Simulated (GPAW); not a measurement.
Input of a GPAW 26.7.0 run:

The input run.py:

```python
from ase import Atoms
from ase.dft.bandgap import bandgap
from ase.io import write
from ase.units import GPa
from gpaw import GPAW, PW

atoms = Atoms(['Hf', 'C'],
              cell=[[-1.39667323, 2.49718051, 1.84733673],
                    [1.39667323, -2.49718051, 1.84733673],
                    [1.39667323, 2.49718051, -1.84733673]],
              scaled_positions=[[0.98471183, 0.98471183, 0.0],
                                [0.67945483, 0.17945483, 0.5]],
              pbc=True)

calc = GPAW(mode=PW(650),
            xc='PBE',
            kpts={'size': (10, 10, 10), 'gamma': True},
            occupations={'name': 'fermi-dirac', 'width': 0.05},
            nbands=18,
            maxiter=120,
            txt='gpaw.txt')
atoms.calc = calc
energy = atoms.get_potential_energy()
forces = atoms.get_forces()
stress = atoms.get_stress()
calc.write('gs.gpw')
write('result.traj', atoms)
print(f'Energy: {energy:.6f} eV')
print('Forces (eV/A):')
print(forces.round(4))
print('Stress (GPa):', (stress / GPa).round(3))
print('Fermi level:', round(calc.get_fermi_level(), 4), 'eV')
print(f'Gap: {bandgap(calc)[0]:.4f} eV, direct: {bandgap(calc, direct=True)[0]:.4f} eV')
```

Potentials or basis: GPAW PAW data sets (gpaw-data 1.2.1), pw.

The run is started by

```console
$ OMP_NUM_THREADS=1 python run.py
```

Task: Predict the pressure.

Result: 71.9 GPa.

Task: Estimate the band gap on the k mesh.

Result: 0.35 eV, indirect (least direct gap 1.01 eV).

Task: Predict the largest force.

Result: 12.312 eV/Å.

Stress tensor (GPa, compression positive):
```
176.88   0.00   0.00
  0.00 -23.49   0.00
  0.00   0.00  62.25
```

Caveat: the cutoff is short for stress and forces, so pressures can be off by a GPa or more; a pressure of tens of GPa on the cell as given is suspect, and the run, the potentials or the cell itself is likely at fault; spin-orbit coupling is left out, which moves the levels of the heavy elements. As with any semilocal functional, this PBE gap is likely too small.
